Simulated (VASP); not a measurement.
**A VASP 6.6.1 single-point calculation on ZnS**

INCAR

```
NBANDS = 16
PREC = Accurate
LWAVE = .FALSE.
SIGMA = 0.02
ENCUT = 520
GGA = PE
NSW = 0
LCHARG = .FALSE.
IBRION = -1
ISMEAR = -1
EDIFF = 1E-7
LREAL = .FALSE.
NELM = 120
ISIF = 2
LASPH = .TRUE.
```

KPOINTS

```
KPOINTS created by Atomic Simulation Environment
0
Gamma
4 4 4
0 0 0
```

POSCAR

```
Zn S
 1.0000000000000000
    -0.0565262558000000    2.6914412923000000    2.6914412923000000
     2.6914412923000000   -0.0565262558000000    2.6914412923000000
     2.6914412923000000    2.6914412923000000   -0.0565262558000000
 Zn  S
   1   1
Cartesian
 -0.0093943000730111 -0.0093943000730111 -0.0093943000730111
  1.3409833822730111  1.3409833822730111  1.3409833822730113
```

The recommended PBE PAW datasets give the neutral cell 18 valence electrons.

Command

```
mpirun -np 1 vasp_std
```

OSZICAR

```
N       E                     dE             d eps       ncg     rms          rms(c)
DAV:   1     0.871482551108E+02    0.87148E+02   -0.89128E+03   416   0.135E+03
DAV:   2    -0.147157094325E+01   -0.88620E+02   -0.82564E+02   480   0.263E+02
DAV:   3    -0.718598945571E+01   -0.57144E+01   -0.56934E+01   496   0.637E+01
DAV:   4    -0.724283347371E+01   -0.56844E-01   -0.56828E-01   544   0.666E+00
DAV:   5    -0.724349513723E+01   -0.66166E-03   -0.66165E-03   464   0.679E-01    0.658E+00
DAV:   6    -0.682138174300E+01    0.42211E+00   -0.74863E-01   624   0.295E+01    0.516E+00
DAV:   7    -0.679942676827E+01    0.21955E-01   -0.24451E-01   496   0.437E+00    0.266E+00
DAV:   8    -0.679896102892E+01    0.46574E-03   -0.52944E-03   552   0.807E-01    0.707E-01
DAV:   9    -0.679928184795E+01   -0.32082E-03   -0.12551E-03   472   0.286E-01    0.993E-02
DAV:  10    -0.679947104176E+01   -0.18919E-03   -0.25148E-04   488   0.139E-01    0.441E-02
DAV:  11    -0.679946150053E+01    0.95412E-05   -0.40795E-05   504   0.842E-02    0.995E-03
DAV:  12    -0.679946255673E+01   -0.10562E-05   -0.46083E-06   520   0.219E-02    0.543E-03
DAV:  13    -0.679946267833E+01   -0.12159E-06   -0.82746E-07   512   0.754E-03    0.297E-03
DAV:  14    -0.679946266067E+01    0.17659E-07   -0.72035E-08   416   0.242E-03
   1 F= -.67994627E+01 E0= -.67994627E+01  d E =-.778291E-12
```

From OUTCAR

```
k-points           NKPTS =     13   k-points in BZ     NKDIM =     13   number of bands    NBANDS=     16

   NELECT =      18.0000    total number of electrons

   dimension x,y,z NGX =    28 NGY =   28 NGZ =   28
   dimension x,y,z NGXF=    56 NGYF=   56 NGZF=   56

  energy-cutoff  :      520.00
  volume of cell :       40.22
      direct lattice vectors                 reciprocal lattice vectors
    -0.056526256  2.691441292  2.691441292    -0.180021675  0.183883641  0.183883641
     2.691441292 -0.056526256  2.691441292     0.183883641 -0.180021675  0.183883641
     2.691441292  2.691441292 -0.056526256     0.183883641  0.183883641 -0.180021675

 k-points in reciprocal lattice and weights: KPOINTS created by Atomic Simulation Env
   0.00000000  0.00000000  0.00000000       0.016
   0.25000000  0.00000000  0.00000000       0.094
   0.50000000  0.00000000  0.00000000       0.047
   0.25000000  0.25000000  0.00000000       0.094
   0.50000000  0.25000000  0.00000000       0.188
  -0.25000000  0.25000000  0.00000000       0.094
   0.50000000  0.50000000  0.00000000       0.047
   0.25000000  0.25000000  0.25000000       0.031
   ...

 E-fermi :   2.5246

 k-point     1 :       0.0000    0.0000    0.0000
  band No.  band energies     occupation
      1     -11.0501      2.00000
      2      -4.3359      2.00000
      3      -4.3359      2.00000
      4      -4.3204      2.00000
      5      -3.8596      2.00000
      6      -3.8596      2.00000
      7       1.9050      2.00000
      8       1.9050      2.00000
      9       2.0504      2.00000
     10       3.9582      0.00000
     11       8.2181      0.00000
     12       8.2181      0.00000
     13       8.6417      0.00000
     14      13.6874      0.00000
     15      13.6874      0.00000
     16      13.7123      0.00000

 k-point     2 :       0.2500    0.0000    0.0000
  band No.  band energies     occupation
      1     -10.6496      2.00000
      2      -4.2843      2.00000
      3      -4.2695      2.00000
      4      -4.2574      2.00000
      5      -3.8608      2.00000
      6      -3.8550      2.00000
      7      -0.8818      2.00000
      8       1.4652      2.00000
      9       1.5922      2.00000
     10       5.3990      0.00000
     11       8.7576      0.00000
     12       8.8905      0.00000
     13       9.1620      0.00000
     14      12.7796      0.00000
     15      13.0788      0.00000
     16      14.1575      0.00000

 k-point     3 :       0.5000    0.0000    0.0000
  band No.  band energies     occupation
      1     -10.1723      2.00000
      2      -4.2204      2.00000
      3      -4.2199      2.00000
      4      -3.8381      2.00000
      5      -3.8302      2.00000
      6      -3.6729      2.00000
      7      -3.2345      2.00000
      8       1.0903      2.00000
      9       1.2129      2.00000
     10       5.2884      0.00000
     11       8.8820      0.00000
     12       8.9956      0.00000
     13      10.7165      0.00000
     14      14.0537      0.00000
     15      15.0150      0.00000
     16      15.4217      0.00000

 ...

  Total        0.1564553      0.1564553      0.1564553      0.2417152      0.2417152      0.2417152
  in kB        6.2322855      6.2322855      6.2322855      9.6285538      9.6285538      9.6285538
  external PRESSURE =       6.2322855 kB  Pullay stress =       0.0000000 kB

 POSITION                                       TOTAL-FORCE (eV/Angst)
 -----------------------------------------------------------------------------------
      5.31696      5.31696      5.31696        -0.005315     -0.005315     -0.005315
      1.34098      1.34098      1.34098         0.005315      0.005315      0.005315
 -----------------------------------------------------------------------------------
    total drift:                               -0.000040     -0.000040     -0.000040

  FREE ENERGIE OF THE ION-ELECTRON SYSTEM (eV)
  ---------------------------------------------------
  free  energy   TOTEN  =        -6.7994626607 eV

  energy  without entropy=       -6.7994626607  energy(sigma->0) =       -6.79946266
```

It converged. Results: gap between bands v and c on the k mesh 1.91 eV; least direct gap on the k mesh 1.91 eV; pressure 0.6 GPa. Band v is the last that the valence electrons fill when counted band by band, and c is the next.

These settings aren't sound, so the numbers aren't properties of the crystal.

On sound settings PBE gives a gap of 1.92 eV on its mesh and a pressure of 0.3 GPa for the intended cell.

The run took about 11 s on one core of a shared host (Intel Xeon Platinum 8488C) and held 0.15 GiB at most.
